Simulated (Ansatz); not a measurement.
Crystal: As.

```
CELL_PARAMETERS angstrom
2.70368 0.00000 0.00000
0.00000 2.70368 0.00000
0.00000 0.00000 2.70368
ATOMIC_POSITIONS crystal
As 0.50000 0.50000 0.50000
```

This isn't the form of As at room conditions, which is rhombohedral.

| Property | Result |
| --- | --- |
| Program | Ansatz 0.2.0 |
| Task | relaxation of cell and atoms |
| Functional | RPBE |
| Potentials or basis | Ansatz PAW |
| Cutoff | 420 eV (not typed: the program's choice for these potentials) |
| k mesh | 10 × 10 × 10 |
| Occupations | fermi-dirac, width 0.05 eV |
| Spin | no spin polarisation |

At the start: volume 19.76 Å³/atom.

Task: How do energy, volume and symmetry change on relaxing?

Result: It ends after 5 steps and the volume is 20.69 Å³/atom (+4.7 %); space group Pm-3m (No. 221, to 0.05 Å).

Step by step:
| step | energy change (eV) | largest force (eV/Å) | volume (Å³) |
| --- | --- | --- | --- |
| 1 | 0.0000 | 0.0000 | 19.76 |
| 2 | -0.0094 | 0.0000 | 21.01 |
| 3 | -0.0106 | 0.0000 | 20.72 |
| 4 | -0.0106 | 0.0000 | 20.69 |
| 5 | -0.0107 | 0.0000 | 20.69 |

Final structure:
```
As
1.0
     2.74549    0.00000    0.00000
     0.00000    2.74549    0.00000
     0.00000    0.00000    2.74549
As
1
Direct
  0.50000 0.50000 0.50000
```

Caveat: the plane-wave basis is chosen anew once the cell has moved, so the energies of steps on either side of that aren't comparable; the PAW data sets come from PBE, with cores solved anew for the run's functional, which leaves a small shift of forces and pressure.
